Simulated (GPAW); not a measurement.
# TaN (Fm-3m) in GPAW: further runs

One crystal, TaN, is run at these levels: PBEsol, PBEsol+D3, PBEsol+D3(BJ); tasks: relaxation of cell and atoms.

All numbers are computed with GPAW 26.7.0; they aren't measurements. Logs are shortened: lines on timing, memory, paths and dates and some standing lists are left out, and cuts for length are marked. The log counts tension as positive stress, the text compression.

## (1) Starting point

It takes space group Fm-3m (No. 225, cubic). Conventional cell: a = 4.423 Å, b = 4.423 Å, c = 4.423 Å, α = 90.00°, β = 90.00°, γ = 90.00°. Ta (site symmetry m-3m) is surrounded by 6 N at 2.21 Å. N (site symmetry m-3m) is surrounded by 6 Ta at 2.21 Å.

The cell comes from a database or a generator and needn't be the stable form of this composition.

## (2) Relaxation of cell and atoms, PBEsol

The input, run.py:

```python
from ase import Atoms
from ase.filters import FrechetCellFilter
from ase.io import write
from ase.optimize import BFGS
from gpaw import GPAW, PW, setup_paths

setup_paths.insert(0, '.')

atoms = Atoms(['Ta', 'N'],
              cell=[[0.0, 2.211323, 2.211323],
                    [2.211323, 0.0, 2.211323],
                    [2.211323, 2.211323, 0.0]],
              scaled_positions=[[0.5, 0.5, 0.5],
                                [0.0, 0.0, 0.0]],
              pbc=True)

calc = GPAW(mode=PW(800),
            xc='PBEsol',
            kpts={'size': (10, 10, 10), 'gamma': True},
            occupations={'name': 'fermi-dirac', 'width': 0.05},
            nbands=19,
            convergence={'density': 1e-05, 'forces': 0.0001},
            maxiter=150,
            txt='gpaw.txt')
atoms.calc = calc
opt = BFGS(FrechetCellFilter(atoms), trajectory='relax.traj', logfile='-')
done = opt.run(fmax=0.02, steps=60)
calc.write('gs.gpw')
write('result.traj', atoms)
print('Converged:', done)
print('Cell:', atoms.cell.cellpar().round(4))
print('Volume:', round(atoms.get_volume(), 4))
print(atoms.get_scaled_positions().round(5))
```

Potentials or basis: PAW data sets generated in the run's folder for this functional, pw.

On the command line:

```bash
> gpaw-setup -f PBEsol N Ta
> OMP_NUM_THREADS=1 python run.py
```

gpaw.txt:

```text
__  _  _
 | _ |_)|_||  |
 |__||  | ||/\| - 26.7.0

Input parameters:
  mode=PW(ecut=800.0),
  convergence={'density': 1e-05, 'forces': 0.0001},
  kpts=MonkhorstPack(size=(10, 10, 10), gamma=True),
  maxiter=150,
  nbands=19,
  occupations=Occupations(name='fermi-dirac', width=0.05),
  xc=XC(name='PBEsol')

Diagonalizing LCAO Hamiltonian
Converting LCAO to pw mode

              Ta

       N

Atoms  # Å, Bohr magnetons
|   | symbol |        x |        y |        z |    initial magnetic moments |
|---|--------|----------|----------|----------|-----------------------------|
| 0 |     Ta | 2.211323 | 2.211323 | 2.211323 | ( 0.0000,  0.0000,  0.0000) |
| 1 |      N | 0.000000 | 0.000000 | 0.000000 | ( 0.0000,  0.0000,  0.0000) |

Unit cell  # Å
| periodic |        x |        y |        z |  lengths |    angles |
|----------|----------|----------|----------|----------|-----------|
|      yes | 0.000000 | 2.211323 | 2.211323 | 3.127283 | 60.000000 |
|      yes | 2.211323 | 0.000000 | 2.211323 | 3.127283 | 60.000000 |
|      yes | 2.211323 | 2.211323 | 0.000000 | 3.127283 | 60.000000 |

Number of symmetries: 48
Symmetry operations  # r_c * U_cc + t_c -> r_c
|    | kind |            matrix            |
|----|------|------------------------------|
|  0 |  σ   |  1, 0, 0,  1, 0,-1,  1,-1, 0 |
|  1 |  C2  |  1, 0, 0,  1,-1, 0,  1, 0,-1 |
|  2 |  E   |  1, 0, 0,  0, 1, 0,  0, 0, 1 |
|  3 |  σ   |  1, 0, 0,  0, 0, 1,  0, 1, 0 |
|  4 |  C4  |  1, 0,-1,  1, 0, 0,  1,-1, 0 |
|  5 |  S6  |  1, 0,-1,  1,-1, 0,  1, 0, 0 |
|  6 |  σ   |  1, 0,-1,  0, 1,-1,  0, 0,-1 |
|  7 |  C3  |  1, 0,-1,  0, 0,-1,  0, 1,-1 |
|  8 |  S6  |  1,-1, 0,  1, 0, 0,  1, 0,-1 |
|  9 |  C4  |  1,-1, 0,  1, 0,-1,  1, 0, 0 |
| 10 |  C3  |  1,-1, 0,  0,-1, 1,  0,-1, 0 |
| 11 |  σ   |  1,-1, 0,  0,-1, 0,  0,-1, 1 |
| 12 |  σ   |  0, 1, 0,  1, 0, 0,  0, 0, 1 |
| 13 |  C4  |  0, 1, 0,  0, 1,-1, -1, 1, 0 |
[... 209 lines left out ...]
|          7 |        11.348 |     2.000 |
|          8 |        13.018 |     2.000 |
[... 8 lines left out ...]
|         17 |        38.829 |     0.000 |
|         18 |        41.145 |     0.000 |

No gap
No difference between direct/indirect transitions

Stress tensor  # eV/Ang^3
|        x |         y |         z |
|----------|-----------|-----------|
| 0.069209 |  0.000000 |  0.000000 |
| 0.000000 |  0.069209 | -0.000000 |
| 0.000000 | -0.000000 |  0.069209 |

Forces  # eV/Ang
|        x |       y |       z |
|----------|---------|---------|
| -0.00000 | 0.00000 | 0.00000 |  # Ta   0
|  0.00000 | 0.00000 | 0.00000 |  # N    1

Interpolating wave functions to new cell

              Ta

       N

Atoms  # Å, Bohr magnetons
|   | symbol |        x |        y |        z |    initial magnetic moments |
|---|--------|----------|----------|----------|-----------------------------|
| 0 |     Ta | 2.199534 | 2.199534 | 2.199534 | ( 0.0000,  0.0000,  0.0000) |
| 1 |      N | 0.000000 | 0.000000 | 0.000000 | ( 0.0000,  0.0000,  0.0000) |

Unit cell  # Å
| periodic |        x |        y |        z |  lengths |    angles |
|----------|----------|----------|----------|----------|-----------|
|      yes | 0.000000 | 2.199534 | 2.199534 | 3.110611 | 60.000000 |
|      yes | 2.199534 | 0.000000 | 2.199534 | 3.110611 | 60.000000 |
|      yes | 2.199534 | 2.199534 | 0.000000 | 3.110611 | 60.000000 |

Number of symmetries: 48
Symmetry operations  # r_c * U_cc + t_c -> r_c
|    | kind |            matrix            |
|----|------|------------------------------|
|  0 |  σ   |  1, 0, 0,  1, 0,-1,  1,-1, 0 |
|  1 |  C2  |  1, 0, 0,  1,-1, 0,  1, 0,-1 |
|  2 |  E   |  1, 0, 0,  0, 1, 0,  0, 0, 1 |
|  3 |  σ   |  1, 0, 0,  0, 0, 1,  0, 1, 0 |
|  4 |  C4  |  1, 0,-1,  1, 0, 0,  1,-1, 0 |
|  5 |  S6  |  1, 0,-1,  1,-1, 0,  1, 0, 0 |
|  6 |  σ   |  1, 0,-1,  0, 1,-1,  0, 0,-1 |
|  7 |  C3  |  1, 0,-1,  0, 0,-1,  0, 1,-1 |
|  8 |  S6  |  1,-1, 0,  1, 0, 0,  1, 0,-1 |
|  9 |  C4  |  1,-1, 0,  1, 0,-1,  1, 0, 0 |
| 10 |  C3  |  1,-1, 0,  0,-1, 1,  0,-1, 0 |
| 11 |  σ   |  1,-1, 0,  0,-1, 0,  0,-1, 1 |
| 12 |  σ   |  0, 1, 0,  1, 0, 0,  0, 0, 1 |
| 13 |  C4  |  0, 1, 0,  0, 1,-1, -1, 1, 0 |
[... 208 lines left out ...]
|          7 |        11.579 |     2.000 |
|          8 |        13.249 |     2.000 |
[... 8 lines left out ...]
|         17 |        39.412 |     0.000 |
|         18 |        41.763 |     0.000 |

No gap
No difference between direct/indirect transitions

Stress tensor  # eV/Ang^3
|         x |         y |         z |
|-----------|-----------|-----------|
|  0.037101 | -0.000000 |  0.000000 |
| -0.000000 |  0.037101 | -0.000000 |
|  0.000000 | -0.000000 |  0.037101 |

Forces  # eV/Ang
|        x |       y |        z |
|----------|---------|----------|
|  0.00000 | 0.00000 |  0.00000 |  # Ta   0
| -0.00000 | 0.00000 | -0.00000 |  # N    1

Interpolating wave functions to new cell

              Ta

       N

Atoms  # Å, Bohr magnetons
|   | symbol |        x |        y |         z |    initial magnetic moments |
|---|--------|----------|----------|-----------|-----------------------------|
| 0 |     Ta | 2.186444 | 2.186444 |  2.186444 | ( 0.0000,  0.0000,  0.0000) |
| 1 |      N | 0.000000 | 0.000000 | -0.000000 | ( 0.0000,  0.0000,  0.0000) |

Unit cell  # Å
| periodic |         x |        y |        z |  lengths |    angles |
|----------|-----------|----------|----------|----------|-----------|
|      yes | -0.000000 | 2.186444 | 2.186444 | 3.092099 | 60.000000 |
|      yes |  2.186444 | 0.000000 | 2.186444 | 3.092099 | 60.000000 |
|      yes |  2.186444 | 2.186444 | 0.000000 | 3.092099 | 60.000000 |

Number of symmetries: 48
Symmetry operations  # r_c * U_cc + t_c -> r_c
|    | kind |            matrix            |
|----|------|------------------------------|
|  0 |  σ   |  1, 0, 0,  1, 0,-1,  1,-1, 0 |
|  1 |  C2  |  1, 0, 0,  1,-1, 0,  1, 0,-1 |
|  2 |  E   |  1, 0, 0,  0, 1, 0,  0, 0, 1 |
|  3 |  σ   |  1, 0, 0,  0, 0, 1,  0, 1, 0 |
|  4 |  C4  |  1, 0,-1,  1, 0, 0,  1,-1, 0 |
|  5 |  S6  |  1, 0,-1,  1,-1, 0,  1, 0, 0 |
|  6 |  σ   |  1, 0,-1,  0, 1,-1,  0, 0,-1 |
|  7 |  C3  |  1, 0,-1,  0, 0,-1,  0, 1,-1 |
|  8 |  S6  |  1,-1, 0,  1, 0, 0,  1, 0,-1 |
|  9 |  C4  |  1,-1, 0,  1, 0,-1,  1, 0, 0 |
| 10 |  C3  |  1,-1, 0,  0,-1, 1,  0,-1, 0 |
| 11 |  σ   |  1,-1, 0,  0,-1, 0,  0,-1, 1 |
| 12 |  σ   |  0, 1, 0,  1, 0, 0,  0, 0, 1 |
| 13 |  C4  |  0, 1, 0,  0, 1,-1, -1, 1, 0 |
[... 208 lines left out ...]
|          7 |        11.838 |     2.000 |
|          8 |        13.509 |     2.000 |
[... 8 lines left out ...]
|         17 |        40.073 |     0.000 |
|         18 |        42.457 |     0.000 |

No gap
No difference between direct/indirect transitions

Stress tensor  # eV/Ang^3
|         x |         y |         z |
|-----------|-----------|-----------|
| -0.001582 |  0.000000 |  0.000000 |
|  0.000000 | -0.001582 | -0.000000 |
|  0.000000 | -0.000000 | -0.001582 |

Forces  # eV/Ang
|       x |        y |        z |
|---------|----------|----------|
| 0.00000 | -0.00000 | -0.00000 |  # Ta   0
| 0.00000 | -0.00000 | -0.00000 |  # N    1

# Writing to gs.gpw (mode='')
```

Wall time 53 s (1 thread of Arm Neoverse V2, shared host); peak memory 0.21 GiB.

Results:

```
Free energy                            : -21.3762 eV
Relaxed volume                         : 10.45 Å³/atom
Relaxed cell                           : a = 3.092 Å, b = 3.092 Å, c = 3.092 Å, α = 60.00°, β = 60.00°, γ = 60.00°
Space group after relaxing (to 0.05 Å) : Fm-3m (No. 225)
Energy gained by relaxing              : 11.2 meV/atom
Ionic steps                            : 3
Pressure after relaxing                : 0.3 GPa
Band gap on the k mesh                 : none (metal or under the smearing width)
```

Step by step:
| step | energy change (eV) | largest force (eV/Å) | pressure (GPa) | volume (Å³) |
| --- | --- | --- | --- | --- |
| 1 | 0.0000 | 0.0000 | -11.09 | 21.63 |
| 2 | -0.0170 | 0.0000 | -5.94 | 21.28 |
| 3 | -0.0224 | 0.0000 | 0.25 | 20.90 |

Final structure:
```
Ta N
1.0
     0.00000    2.18644    2.18644
     2.18644    0.00000    2.18644
     2.18644    2.18644    0.00000
Ta N
1 1
Direct
  0.50000 0.50000 0.50000
  0.00000 0.00000 0.00000
```

Levels at points of the mesh, in eV from the Fermi level:
| k point | band 5 | band 6 | band 7 | band 8 | band 9 | band 10 | band 11 | band 12 | band 13 | band 14 |
| --- | --- | --- | --- | --- | --- | --- | --- | --- | --- | --- |
| (0.00, 0.00, 0.00) | -18.90 | -3.86 | -3.86 | -3.86 | -2.19 | -2.19 | -2.19 | 0.01 | 0.01 | 1.71 |
| (0.50, 0.50, 0.00) | -17.63 | -6.67 | -5.62 | -4.67 | -4.67 | 2.12 | 3.61 | 3.61 | 4.71 | 6.96 |
| (0.50, 0.50, 0.50) | -15.77 | -10.51 | -7.69 | -7.69 | 1.93 | 1.93 | 2.04 | 3.81 | 7.69 | 7.69 |

Caveat: later steps reuse the first step's grids.

## (3) Relaxation of cell and atoms, PBEsol+D3

run.py, as its differences from that of step 2:

```diff
@@ -1,2 +1,3 @@
 from ase import Atoms
+from ase.calculators.mixing import SumCalculator
 from ase.filters import FrechetCellFilter
@@ -4,2 +5,3 @@
 from ase.optimize import BFGS
+from dftd3.ase import DFTD3
 from gpaw import GPAW, PW, setup_paths
@@ -24,3 +26,3 @@
             txt='gpaw.txt')
-atoms.calc = calc
+atoms.calc = SumCalculator([calc, DFTD3(method='pbesol', damping='d3zero')])
 opt = BFGS(FrechetCellFilter(atoms), trajectory='relax.traj', logfile='-')
```

Potentials or basis: PAW data sets generated in the run's folder for this functional, pw.

On the command line:

```bash
> gpaw-setup -f PBEsol N Ta
> OMP_NUM_THREADS=1 python run.py
```

Run time: 68 s. Hardware: 1 thread of Arm Neoverse V2, shared host; peak memory 0.24 GiB.

The run converged. Its results:

- Free energy: -22.0080 eV
- Relaxed volume: 10.29 Å³/atom
- Relaxed cell: a = 3.076 Å, b = 3.076 Å, c = 3.076 Å, α = 60.00°, β = 60.00°, γ = 60.00°
- Space group after relaxing (to 0.05 Å): Fm-3m (No. 225)
- Energy gained by relaxing: 26.7 meV/atom
- Ionic steps: 4
- Pressure after relaxing: 0.0 GPa
- Band gap on the k mesh: none (metal or under the smearing width)
- Dispersion energy per atom: -0.320 eV

Step by step:
| step | energy change (eV) | largest force (eV/Å) | pressure (GPa) | volume (Å³) |
| --- | --- | --- | --- | --- |
| 1 | 0.0000 | 0.0000 | -16.75 | 21.63 |
| 2 | -0.0400 | 0.0000 | -9.10 | 21.11 |
| 3 | -0.0533 | 0.0000 | 0.62 | 20.54 |
| 4 | -0.0535 | 0.0000 | -0.02 | 20.57 |

Final structure:
```yaml
crystal:
  lattice:
    - [0.00000, 2.17486, 2.17486]
    - [2.17486, 0.00000, 2.17486]
    - [2.17486, 2.17486, 0.00000]
  atoms:
    - { symbol: Ta, position: [0.50000, 0.50000, 0.50000] }
    - { symbol: N, position: [0.00000, 0.00000, 0.00000] }
```

Levels at points of the mesh, in eV from the Fermi level:
| k point | band 7 | band 8 | band 9 | band 10 | band 11 | band 12 |
| --- | --- | --- | --- | --- | --- | --- |
| (0.00, 0.00, 0.00) | -3.90 | -3.90 | -2.23 | -2.23 | -2.23 | 0.02 |
| (0.50, 0.50, 0.00) | -5.73 | -4.70 | -4.70 | 2.17 | 3.70 | 3.70 |
| (0.50, 0.50, 0.50) | -7.81 | -7.81 | 1.98 | 1.98 | 2.09 | 3.86 |

Caveat: later steps reuse the first step's grids; pairwise dispersion overbinds metals, which lowers pressure and volume.

## (4) Relaxation of cell and atoms, PBEsol+D3(BJ)

run.py, as its differences from that of step 3:

```diff
@@ -26,3 +26,3 @@
             txt='gpaw.txt')
-atoms.calc = SumCalculator([calc, DFTD3(method='pbesol', damping='d3zero')])
+atoms.calc = SumCalculator([calc, DFTD3(method='pbesol', damping='d3bj')])
 opt = BFGS(FrechetCellFilter(atoms), trajectory='relax.traj', logfile='-')
```

On the command line:

```bash
> gpaw-setup -f PBEsol N Ta
> OMP_NUM_THREADS=1 python run.py
```

Wall time 68 s (1 thread of Arm Neoverse V2, shared host); peak memory 0.23 GiB.

It converged, with:

- Free energy: -22.3307 eV
- Relaxed volume: 10.25 Å³/atom
- Relaxed cell: a = 3.072 Å, b = 3.072 Å, c = 3.072 Å, α = 60.00°, β = 60.00°, γ = 60.00°
- Space group after relaxing (to 0.05 Å): Fm-3m (No. 225)
- Energy gained by relaxing: 30.8 meV/atom
- Ionic steps: 4
- Pressure after relaxing: 0.0 GPa
- Band gap on the k mesh: none (metal or under the smearing width)
- Dispersion energy per atom: -0.483 eV

The path:
| step | energy change (eV) | largest force (eV/Å) | pressure (GPa) | volume (Å³) |
| --- | --- | --- | --- | --- |
| 1 | 0.0000 | 0.0000 | -17.92 | 21.63 |
| 2 | -0.0459 | 0.0000 | -9.77 | 21.07 |
| 3 | -0.0614 | 0.0000 | 0.71 | 20.46 |
| 4 | -0.0616 | 0.0000 | -0.02 | 20.50 |

Final structure:
```
Ta N
1.0
     0.00000    2.17234    2.17234
     2.17234    0.00000    2.17234
     2.17234    2.17234    0.00000
Ta N
1 1
Direct
  0.50000 0.50000 0.50000
  0.00000 0.00000 0.00000
```

Levels at points of the mesh, in eV from the Fermi level:
| k point | band 6 | band 7 | band 8 | band 9 | band 10 | band 11 | band 12 | band 13 |
| --- | --- | --- | --- | --- | --- | --- | --- | --- |
| (0.00, 0.00, 0.00) | -3.91 | -3.91 | -3.91 | -2.24 | -2.24 | -2.24 | 0.02 | 0.02 |
| (0.50, 0.50, 0.00) | -6.71 | -5.75 | -4.71 | -4.71 | 2.18 | 3.73 | 3.73 | 4.93 |
| (0.50, 0.50, 0.50) | -10.67 | -7.83 | -7.83 | 1.99 | 1.99 | 2.11 | 3.87 | 7.90 |

Caveat: later steps reuse the first step's grids; pairwise dispersion overbinds metals, which lowers pressure and volume. Spin-orbit coupling is left out, which matters for the levels of Ta.

## (5) Overview

```csv
level,gap on the mesh (eV),pressure (GPa),relaxed volume (Å³/atom)
PBEsol,none,0.3,10.45
PBEsol+D3,none,0.0,10.29
PBEsol+D3(BJ),none,0.0,10.25
```

Alike in all rows: task relaxation of cell and atoms; potentials or basis PAW data sets generated in the run's folder for this functional, pw; no spin polarisation; cell relaxed; k mesh 10 × 10 × 10; cutoff (eV) 800; smearing fermi-dirac 0.05 eV.

Caveats: later steps reuse the first step's grids; pairwise dispersion overbinds metals, which lowers pressure and volume (some runs).

Total energies depend on the potentials used, so only differences within one code and one set of settings carry meaning.
